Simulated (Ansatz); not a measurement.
Density of states of GaP (F-43m) above the conduction band minimum, PBEsol, rigid bands in Ansatz (a quantum-chemistry and plane-wave program); cell volume 40.2 Å³.

(energy from edge (eV), 10⁻³ states/eV/cell): (0.006, 32.4); (0.031, 76.1); (0.056, 113); (0.081, 129); (0.106, 146); (0.131, 164); (0.156, 201); (0.181, 241); (0.206, 273); (0.231, 302); (0.256, 332); (0.281, 370); (0.319, 414); (0.344, 443); (0.369, 469); (0.394, 496); (0.419, 522); (0.444, 547); (0.469, 570); (0.494, 597); (0.519, 622); (0.544, 647); (0.569, 671); (0.594, 697)

Q: What effective density of states at 300 K does this give (∫ g(E) exp(−E/k_BT) dE, both spins, divided by the cell's size)?

A: 4.1e19 cm⁻³, a density-of-states mass of 1.39 mₑ, valleys and band degeneracy included.

Spin-orbit coupling is left out. Geometry: cell and atoms relaxed with PBEsol.
